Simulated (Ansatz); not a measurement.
**Pressure against volume: Co**

```
CELL_PARAMETERS angstrom
0.00000 1.75666 1.75666
1.75666 0.00000 1.75666
1.75666 1.75666 0.00000
ATOMIC_POSITIONS crystal
Co 0.00000 0.00000 0.00000
```

The cell is the one relaxed in the Materials Project (mp-102), not relaxed further here; entries there can be hypothetical.

Methods: DFT, PBE, all-electron LAPW, scalar-relativistic (Ansatz 0.2.0); DFT, PBE, PAW with Ansatz's default frozen-core files, scalar-relativistic (Ansatz 0.2.0).

For LAPW: a Γ-centred 18×18×18 k mesh, Fermi–Dirac smearing of 0.05 eV, basis error target 1 meV/atom, spin-polarised from start moments Co 2 μB. PAW takes a cutoff of 420 eV at this cell. The Ansatz runs share mesh, smearing and spin set-up. Plane-wave (PAW) pressures include the program's estimate of the Pulay term.

The cell above is scaled evenly, with fractional coordinates and shape held.

| V/V(cell) | V (Å³/atom) | P, LAPW (GPa) | P, PAW (GPa) | moment, LAPW (μB) | free energy over the lowest listed, PAW (meV/atom) |
| --- | --- | --- | --- | --- | --- |
| 0.9500 | 10.299 | 13.93 | 14.04 | 1.61 | 24.5 |
| 0.9750 | 10.571 | 6.99 | 7.08 | 1.62 | 6.8 |
| 1.0000 | 10.842 | 1.01 | 1.09 | 1.63 | 0.0 |
| 1.0250 | 11.113 | -4.01 | -3.97 | 1.65 | 2.6 |
| 1.0500 | 11.384 | -8.14 | -8.13 | 1.68 | 12.9 |

Question: What do Birch–Murnaghan fits to the pressures give?

Answer: LAPW: V0 = 10.89 Å³/atom, B0 = 211 GPa, B0′ = 5.9; PAW: V0 = 10.90 Å³/atom, B0 = 212 GPa, B0′ = 5.8.

PAW's V0 lies 0.03 % from the all-electron value and its B0 0.3 %. Symmetry fixes shape and coordinates here, so this is the relaxed modulus.
